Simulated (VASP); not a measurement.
Input of a VASP 6.6.1 run:

The input INCAR:

```
SYSTEM = C
PREC = Accurate
ENCUT = 520
EDIFF = 1E-7
ISMEAR = -1
SIGMA = 0.05
LREAL = .False.
LASPH = .True.
NELM = 80
ALGO = Normal
ISIF = 2
LWAVE = .False.
LCHARG = .False.
LDIPOL = .True.
IDIPOL = 3
DIPOL = 0.5 0.5 0.500
GGA = PE
IVDW = 4
IBRION = 2
NSW = 60
EDIFFG = -0.02
```

Contents of KPOINTS:

```
Automatic mesh
0
Gamma
  9 9 1
  0 0 0
```

File POSCAR:

```
C
1.0
    2.4699988104      0.0000000000      0.0000000000
   -1.2349994052      2.1390817171      0.0000000000
    0.0000000000      0.0000000000     21.8239500000
C
6
Selective dynamics
Direct
    0.0000000000      0.0000000000      0.3436591451  F F F
    0.3333333333      0.6666666666      0.3452147755  F F F
    0.0000000000      0.0000000000      0.4992221848  T T T
    0.6666666667      0.3333333334      0.5007778152  T T T
    0.0000000000      0.0000000000      0.6547852245  T T T
    0.3333333333      0.6666666666      0.6563408549  T T T
```

Potentials or basis: VASP PAW PBE potentials, release 64 (C).

Launch:

```console
$ cat potpaw_PBE.64/C/POTCAR > POTCAR
$ mpirun -np 1 vasp_std > vasp.out
```

**Question.** Predict the energy gained by relaxing.

**Answer.** 3.1 meV/atom.

**Question.** What does it give for the dispersion energy per atom?

**Answer.** -0.221 eV.

The path:
| step | energy change (eV) | largest force (eV/Å) | pressure (GPa) |
| --- | --- | --- | --- |
| 1 | 0.0000 | 0.5888 | -2.09 |
| 2 | -0.0115 | 0.5857 | -2.08 |
| 3 | -0.0188 | 0.5869 | -2.07 |
